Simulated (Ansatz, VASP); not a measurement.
One calculation of InAs, two programs

```
In As
1.0
     0.00000    2.70089    2.70089
     2.70089    0.00000    2.70089
     2.70089    2.70089    0.00000
In As
1 1
Direct
  0.00000 0.00000 0.00000
  0.25000 0.25000 0.25000
```

Change from the starting cell: volume scaled by 0.72, LAPW.

Alike in both runs: task single point; functional LDA; k mesh 11 × 11 × 11; occupations fermi-dirac, width 0.08 eV; no spin polarisation.

```csv
,VASP,Ansatz
version,VASP 6.6.1,Ansatz 0.2.0
potentials or method,"VASP PAW LDA potentials, release 64 (In_d, As), cutoff 520 eV","all-electron LAPW, scalar-relativistic"
```

Ansatz gave:

| Property | Result |
| --- | --- |
| pressure (GPa) | 42.3 |

Estimate VASP's values.

pressure (GPa): 43.0.

Ansatz ran all-electron here, so the differences hold the error of VASP's frozen core and of both bases.

Caveats: so large a pressure means that the cell lies far from this level's equilibrium, or that cutoff or potentials fall short (VASP). A k mesh can miss the band edges.
